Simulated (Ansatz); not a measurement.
The system is Ta.

```
Ta
1.0
     2.90037    0.00000    0.00000
    -1.45019    2.51180    0.00000
     0.00000    0.00000    5.16627
Ta
2
Direct
  0.33333 0.66667 0.25000
  0.66667 0.33333 0.75000
```

This isn't the form of Ta at room conditions, which is bcc.

Below is the output of Ansatz 0.2.0 for this cell. Logs are shortened: lines on timing, memory, paths and dates and some standing lists are left out, and cuts for length are marked.

```text
Warning: RAYON_NUM_THREADS=2 ignored (pool sized by the plan → 2); use --threads N
scf.n_extra_bands = 6 over 27 filled bands (N_el = 54.0): the run solves 33 bands
Engine: ansatz 0.2.0, x86_64-unknown-linux-gnu
Pseudopotentials: kind: paw
Pseudopotential: Ta, paw, valence charge 27, recommended cutoff 520 eV (normal), Ta.paw.azcp
Functional definition: PBEsol
  exchange = pbesol_x
  correlation = pbesol_c
Crystal: 2 atoms, lattice volume = 37.637 Å³
Basis set: ecut = 520 eV, 1015 PW (Γ), exchange–correlation on 48×48×80 points (8 copies of the dense FFT grid, shifted against one another)
Bands: 33, of which v1, the nominal top of the filled ones, is band 27 counted from 1 (26 counted from 0)
Symmetry: 24 space group operations
Space group: P63/mmc (ITA 194), of the structure as read, at distance tolerance 3.4e-5 Å
k-points: 48 of 605
Non-local potential: Ta, projectors of the file, l = 0: 3, l = 1: 3, l = 2: 2, l = 3: 3
PAW form: soft (Blöchl's): semilocal exchange-correlation on the pseudo side does not see the compensation charge
PAW frozen core: Ta, regenerated for the run's functional, and the local potential with it (the file was generated under x = pbe(κ = 0.804, μ = 0.2195149727645171), c = pbe(β = 0.06672455060314922))
PAW one-centre angular grid: Ta, 590 points (default); XC on 96 Gauss nodes
Initial density: superposition of atomic densities (chi_scale 0.1, normalization cell)
Initial wavefunctions: pseudopotential atomic-orbital guess
Functional: x = pbesol(κ = 0.804, μ = 0.12345679012345678), c = pbesol(β = 0.046)
SCF iter   1: F=—  HF=-33310.344941 eV  |F-HF|=—  |Δ(HF+E_count)|=         —  Δρ=4.53e-2  dr2=8.20e-1  ethr=3.10e-3  ⟨swp⟩=4.2  Hψ=5087  notcnv=0
preconditioner: auto → Kerker (q_TF=auto, 2.897 Å⁻¹)  [metal: Δε(μ)=0.016 eV  Ē_g=22.043 eV  σ=0.050 eV  W_gap=0.08  n_scr=22 (ndim 8)  ℏωp=42.8 eV  f_vac=0.000  D(μ)=2.34/eV (n_scr^D=22)]
SCF iter   2: F=—  HF=-33310.138319 eV  |F-HF|=—  |Δ(HF+E_count)|=   2.07e-1  Δρ=2.84e-2  dr2=3.05e-1  ethr=1.52e-3  ⟨swp⟩=2.0  Hψ=2210  notcnv=0  defer=20
SCF iter   3: F=—  HF=-33310.034074 eV  |F-HF|=—  |Δ(HF+E_count)|=   1.04e-1  Δρ=7.30e-3  dr2=1.92e-2  ethr=5.64e-4  ⟨swp⟩=3.0  Hψ=3070  notcnv=0  defer=20
SCF iter   4: F=—  HF=-33310.018741 eV  |F-HF|=—  |Δ(HF+E_count)|=   1.53e-2  Δρ=2.14e-3  dr2=7.85e-4  ethr=3.56e-5  ⟨swp⟩=2.0  Hψ=3128  notcnv=0  defer=20
SCF iter   5: F=—  HF=-33310.019425 eV  |F-HF|=—  |Δ(HF+E_count)|=   6.84e-4  Δρ=3.72e-4  dr2=3.95e-5  ethr=1.45e-6  ⟨swp⟩=2.0  Hψ=2464  notcnv=0  defer=20
SCF iter   6: F=—  HF=-33310.019351 eV  |F-HF|=—  |Δ(HF+E_count)|=   7.43e-5  Δρ=1.16e-4  dr2=3.18e-6  ethr=7.32e-8  ⟨swp⟩=2.0  Hψ=2877  notcnv=0  defer=20
SCF iter   7: F=—  HF=-33310.019344 eV  |F-HF|=—  |Δ(HF+E_count)|=   6.99e-6  Δρ=2.13e-5  dr2=1.33e-7  ethr=5.89e-9  ⟨swp⟩=2.0  Hψ=2862  notcnv=0  defer=20
SCF iter   8: F=-33310.019344 eV  HF=-33310.019344 eV  |F-HF|=1.21e-9  |Δ(HF+E_count)|=   1.17e-7  Δρ=2.69e-6  dr2=2.71e-9  ethr=1.85e-10  ⟨swp⟩=6.2  Hψ=5861  notcnv=0
the search or the solves at the SCF's close seem to have found levels that the self-consistency loop had missed (the run counts 1). By its estimate they hold under 1e-12 electrons; where the run keeps them, the occupations were computed again with them
SCF 1 converged in 8 iterations: F = -33310.019344 eV  dr2 = 2.71e-9
  greatest PAW one-centre occupation: 0.997 electrons in one spin orbital (limit 2), on the Ta atom at site 1 (counted from 0), in its partial waves of l = 3
NSCF: frozen V_eff on 129 k-points
SCF converged after 8 iterations
Free energy (F): -33310.019344 eV
Harris-Foulkes:  -33310.019344 eV  (|F-HF|=1.21e-9)
Internal energy: -33310.000534 eV  (E = F + TS)
E sigma→0 (E₀):  -33310.009939 eV
Entropy (-TS):   -0.018810 eV (-9.405 meV/atom)
Fermi energy:    21.939373 eV
--- Per-component energies (eV) ---
  E_band       = -58.465336
  E_kinetic    = 1020.392388
  E_local      = -18309.888156  (includes V_loc(G=0)·N_el)
  E_nonlocal   = 4960.137319
  E_hartree    = 6074.143202
  E_xc         = -1198.210774
  E_vxc        = -594.541387  (∫ρ·V_xc dr)
  E_paw        = -14473.821903  (= ΣΔE_a)
  E_vpaw       = 717.151198  (= ΣTr[D̂ρ^β])
  E_aug_tail   = 0.000130  (compensation charges beyond the density's cutoff)
  E_ewald      = -11385.397266
  E_core_change = 2.644528  (= ΣΔE_core)
  E_smearing   = -0.018810  (= −TS)
  E_closure    = -0.000000  (closes the sum)
  Σ components = -33310.019344   (vs F -33310.019344, Δ=0.00e0)
--- Forces (eV/Å), atoms counted from 1 ---
  atom   1  Ta     0.00000000     0.00000000     0.00000000
  atom   2  Ta     0.00000000    -0.00000000     0.00000000
  max |Σ_I F_I| component: 3.70e-17 eV/Å
--- Stress (GPa, compression-positive) ---
       -7.950577      -0.000000       0.000000
       -0.000000      -7.950577       0.000000
        0.000000       0.000000      -5.986314
  P = ⅓ Tr σ = -7.2958 GPa (-72.958 kbar)
--- Band table (eV; the first three rows and the last of 48) ---
  k-point 0: bands = ["-45.6407", "-45.5818", "-12.5544", "-11.7361", "-11.6174", "-11.6174", "-11.5347", "-11.5347", "2.5742", "2.5767", "2.5908", "2.5908", "2.5971", "2.5971", "2.5977", "2.6211", "2.6211", "2.6255", "2.6424", "2.6424", "2.6588", "2.6599", "13.7536", "17.0228", "21.3550", "21.8213", "22.5097", "22.5097", "23.0715", "23.0715", "24.8710", "24.8710", "27.0303"]
  k-point 1: bands = ["-45.6351", "-45.5874", "-12.4803", "-11.8186", "-11.6096", "-11.6096", "-11.5426", "-11.5426", "2.5736", "2.5759", "2.5897", "2.5897", "2.5951", "2.5951", "2.6012", "2.6233", "2.6249", "2.6249", "2.6418", "2.6418", "2.6589", "2.6598", "14.0958", "16.8347", "21.1857", "21.3305", "22.4715", "22.4715", "22.9363", "22.9363", "25.1961", "25.1961", "26.9719"]
  k-point 2: bands = ["-45.6204", "-45.6022", "-12.2825", "-12.0300", "-11.5890", "-11.5890", "-11.5634", "-11.5634", "2.5733", "2.5744", "2.5890", "2.5890", "2.5913", "2.5913", "2.6090", "2.6172", "2.6326", "2.6326", "2.6388", "2.6388", "2.6592", "2.6595", "15.0098", "16.1160", "20.7812", "20.8510", "22.4880", "22.4880", "22.6697", "22.6697", "25.9285", "25.9285", "26.6274"]
  k-point 47: bands = ["-45.5176", "-45.5157", "-12.4521", "-12.4293", "-12.2459", "-12.1967", "-11.8888", "-11.8668", "2.5883", "2.5889", "2.5984", "2.6019", "2.6030", "2.6063", "2.6083", "2.6085", "2.6115", "2.6171", "2.6357", "2.6358", "2.6378", "2.6378", "19.0525", "19.3934", "20.1993", "20.2057", "21.1758", "21.4042", "23.2730", "23.9424", "26.8417", "27.2479", "30.3005"]
```

Problem. Write the input and the command behind it.

Solution. Band structure with PBEsol, no spin polarisation. The files as run (others can give the same):

input.yaml
```yaml
crystal:
  lattice:
    - [2.9003720726, 0.0, 0.0]
    - [-1.4501860363, 2.5117958953, 0.0]
    - [0.0, 0.0, 5.166274]
  atoms:
    - { symbol: Ta, position: [0.3333333333, 0.6666666667, 0.25] }
    - { symbol: Ta, position: [0.6666666667, 0.3333333333, 0.75] }
hamiltonian:
  xc: pbesol
  pseudopotentials: { kind: paw, source: ansatz }
kpoints:
  mp_grid: { grid: [11, 11, 5] }
  band_path:
    path:
      - [[0.0, 0.0, 0.0], [0.5, 0.0, 0.0], [0.3333333333, 0.3333333333, 0.0], [0.0, 0.0, 0.0], [0.0, 0.0, 0.5], [0.5, 0.0, 0.5], [0.3333333333, 0.3333333333, 0.5], [0.0, 0.0, 0.5]]
      - [[0.5, 0.0, 0.5], [0.5, 0.0, 0.0]]
      - [[0.3333333333, 0.3333333333, 0.0], [0.3333333333, 0.3333333333, 0.5]]
    npoints: 14
scf:
  occupations: { method: fermi_dirac, width: 0.05 }
  n_extra_bands: 6
output:
  forces: true
  stress: true
  eigenvalues: true
  fatbands: true
```

Potentials or basis: Ansatz PAW earlier set.
The run is started by
```bash
$ ansatz run input.yaml --threads 2 --pin off --max-ram 5632MiB --backend cpu --events-out ev --progress --plain --runs-dir out
```

Caveat: spin-orbit coupling is left out, which moves the levels of the heavy elements; the PAW data sets come from PBE, with cores solved anew for the run's functional, which leaves a small shift of forces and pressure.
